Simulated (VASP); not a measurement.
Input of a VASP 6.6.1 run:

INCAR

```
PREC     = Accurate       # precision mode
ENCUT    = 520            # plane-wave cutoff, eV
EDIFF    = 1E-6           # SCF threshold, eV
ISMEAR   = 0              # smearing method
SIGMA    = 0.1            # smearing width, eV
LREAL    = False          # projectors in reciprocal space
LASPH    = True           # aspherical terms in the spheres
NELM     = 80             # most SCF steps
ALGO     = Normal         # electronic algorithm
ISIF     = 2              # what is computed and relaxed
LWAVE    = False          # write WAVECAR
LCHARG   = False          # write CHGCAR
GGA      = PS             # functional
NBANDS   = 12             # bands
```

KPOINTS

```
regular mesh
0
Gamma
  8 8 8
```

Contents of POSCAR:

```
BeC2
1.0
   -1.5568744824      1.5568744824      2.5773090488
    1.5568744824     -1.5568744824      2.5773090488
    1.5568744824      1.5568744824     -2.5773090488
Be C
1 2
Direct
    0.0000000000      0.0000000000      0.0000000000
    0.5978927200      0.5978927200      0.0000000000
    0.4021072800      0.4021072800      0.0000000000
```

Potentials or basis: VASP PAW PBE potentials, release 64 (Be, C).

Command:

```sh
$ cat potpaw_PBE.64/Be/POTCAR potpaw_PBE.64/C/POTCAR > POTCAR
$ mpirun -np 1 vasp_std > vasp.out
```

Q: Estimate the band gap on the k mesh.

A: 1.11 eV, indirect (least direct gap 1.50 eV).

Q: What does it give for the largest force?

A: 43.728 eV/Å.

Stress tensor (GPa, compression positive):
```
  6.03   0.00   0.00
  0.00   6.03   0.00
  0.00   0.00 235.87
```

Caveat: a pressure of tens of GPa on the cell as given is suspect, and the run, the potentials or the cell itself is likely at fault; the standard files for N, O and F lose accuracy on very short bonds; the PAW data sets were made with another functional, which shifts forces and pressure a little. A k mesh can miss the band edges.
